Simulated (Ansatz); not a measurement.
# SiO2 (Cristobalite): the cost of one run

Method: DFT, LDA, plane-wave PAW, default files, scalar-relativistic, frozen cores, in Ansatz 0.2.0.

1 further run of the same task is left out (it didn't finish).

## 1. Starting point

The structure is tetragonal, space group P4_12_12 (No. 92). Conventional cell: a = 4.973 Å, b = 4.973 Å, c = 6.926 Å, α = 90.00°, β = 90.00°, γ = 90.00°. Si (site symmetry 2) has 4 O at 1.60 to 1.61 Å as nearest neighbours. O (site symmetry 1) is surrounded by 2 Si at 1.60 to 1.61 Å.

Coordinates:

```cif
data_structure
_symmetry_space_group_name_H-M 'P4_12_12'
_symmetry_Int_Tables_number 92
_cell_length_a 4.9727
_cell_length_b 4.9727
_cell_length_c 6.9257
_cell_angle_alpha 90.000
_cell_angle_beta 90.000
_cell_angle_gamma 90.000
_cell_volume 171.26
loop_
_atom_site_label
_atom_site_type_symbol
_atom_site_symmetry_multiplicity
_atom_site_Wyckoff_symbol
_atom_site_fract_x
_atom_site_fract_y
_atom_site_fract_z
_atom_site_occupancy
Si1 Si 4 a 0.30070 0.30070 0.00000 1
O1 O 8 b 0.23900 0.10410 0.17870 1
```

The earlier run gave: gap on the mesh 5.79 eV, largest force 0.480 eV/Å, pressure 7.5 GPa.

Like atoms gathered into sites:

```tsv
site	atoms	first shell	V_zz (10²¹ V/m²)	η	C_Q (MHz)
Si	1, 2, 3, 4	4 O at 1.60–1.61 Å	0.48	0.99	–
O	5, 6, 7, 8, …	2 Si at 1.60–1.61 Å, angle 147°	9.40	0.14	-5.82 (¹⁷O)
```

V_zz is the principal component of the electric field gradient with the largest magnitude, η = (V_xx − V_yy)/V_zz and C_Q = eQV_zz/h. Nuclear quadrupole moments: year-2017 set (Pyykkö). A dash under C_Q marks elements without a common quadrupolar isotope.

## 2. Functional LDA at the relaxed positions

File input.yaml:

```yaml
crystal:
  lattice:
    - [4.9727, 0.0, 0.0]
    - [0.0, 4.9727, 0.0]
    - [0.0, 0.0, 6.9257]
  atoms:
    - { symbol: Si, position: [0.3054899007, 0.3054899007, 0.0] }
    - { symbol: Si, position: [0.1945100993, 0.8054899007, 0.25] }
    - { symbol: Si, position: [0.6945100993, 0.6945100993, 0.5] }
    - { symbol: Si, position: [0.8054899007, 0.1945100993, 0.75] }
    - { symbol: O, position: [0.2364503307, 0.1166506204, 0.1851607926] }
    - { symbol: O, position: [0.3833493796, 0.7364503307, 0.4351607926] }
    - { symbol: O, position: [0.7635496693, 0.8833493796, 0.6851607926] }
    - { symbol: O, position: [0.6166506204, 0.2635496693, 0.9351607926] }
    - { symbol: O, position: [0.7364503307, 0.3833493796, 0.5648392074] }
    - { symbol: O, position: [0.8833493796, 0.7635496693, 0.3148392074] }
    - { symbol: O, position: [0.2635496693, 0.6166506204, 0.0648392074] }
    - { symbol: O, position: [0.1166506204, 0.2364503307, 0.8148392074] }
kpoints:
  mp_grid: { grid: [6, 6, 5] }
scf:
  occupations: { method: fermi_dirac, width: 0.02 }
hamiltonian:
  xc: lda
  pseudopotentials: { kind: paw, frozen_core: stored }
output:
  forces: true
  stress: true
  populations: true
  efg: { quadrupole_moments_barn: { O: -0.02558 } }
```

On the command line:

```bash
> ansatz run input.yaml --threads 4 --pin off --max-ram 8192MiB --backend cpu --events-out ev --progress --plain --runs-dir out
```

Q: Estimate wall time and peak memory on 4 threads of Intel Xeon 6975P-C (Granite Rapids), shared host.

About 3.1 s, with a peak of 0.6 GiB.
